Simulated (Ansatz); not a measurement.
# BaS: the cell at several levels of theory

The task here is to estimate one member of a computed series from the others.

Program: Ansatz 0.2.0. PAW datasets, plane waves, zero pressure. Computed at 0 K without zero-point motion; spin polarisation is off.

### The cell

It is cubic, Fm-3m (No. 225); conventional cell a = 6.388 Å, 32.58 Å³ an atom. Ba has 6 S at 3.19 Å; S has 6 Ba at 3.19 Å.

Structure file:

```cif
data_structure
_symmetry_space_group_name_H-M 'Fm-3m'
_symmetry_Int_Tables_number 225
_cell_length_a 6.3875
_cell_length_b 6.3875
_cell_length_c 6.3875
_cell_angle_alpha 90.000
_cell_angle_beta 90.000
_cell_angle_gamma 90.000
_cell_volume 260.61
loop_
_atom_site_label
_atom_site_type_symbol
_atom_site_symmetry_multiplicity
_atom_site_Wyckoff_symbol
_atom_site_fract_x
_atom_site_fract_y
_atom_site_fract_z
_atom_site_occupancy
Ba1 Ba 4 a 0.00000 0.00000 0.00000 1
S1 S 4 b 0.50000 0.00000 0.00000 1
```

The first run:

The input, input.yaml:

```yaml
crystal:
  lattice:
    - [0.0, 3.19375, 3.19375]
    - [3.19375, 0.0, 3.19375]
    - [3.19375, 3.19375, 0.0]
  atoms:
    - { symbol: Ba, position: [0.0, 0.0, 0.0] }
    - { symbol: S, position: [0.5, 0.5, 0.5] }
kpoints:
  mp_grid: { grid: [6, 6, 6] }
hamiltonian:
  xc: pbe
scf:
  occupations: { method: fermi_dirac, width: 0.02 }
relax:
  f_tol: 0.005
  cell: {}
```

Launch:

```console
$ ansatz run input.yaml --threads 2 --pin off --max-ram 2211MiB --backend cpu --events-out ev --progress --plain --runs-dir out
```

Steps of the session up to this table: PBE: cell and atoms; Relaxing with r2SCAN; PBEsol: cell and atoms; LDA: cell and atoms; Relaxation with HSE06.

One of the session's tables, all rows but one given; the rest of the session is left out.

It belongs to the step «The cells side by side». 

```
 level  a (Å)  volume (Å³/atom)
   PBE  6.429            33.213
r2SCAN  6.424            33.135
PBEsol  6.334            31.764
   LDA      ?                 ?
 HSE06  6.409            32.912
```

Estimate the missing values for LDA.

The run gave: a (Å): 6.272; volume (Å³/atom): 30.837. In the column «a (Å)» it is the lowest.

In words: The first relaxation changed the volume by +2.0 % from the start. The volume runs from LDA (least) to PBE (most), a spread of 7.7 %, or 2.5 % in length if all axes shared it alike. The meshes differ: PBE 6×6×6, r2SCAN 6×6×6, PBEsol 6×6×6, LDA 6×6×6, HSE06 4×4×4.
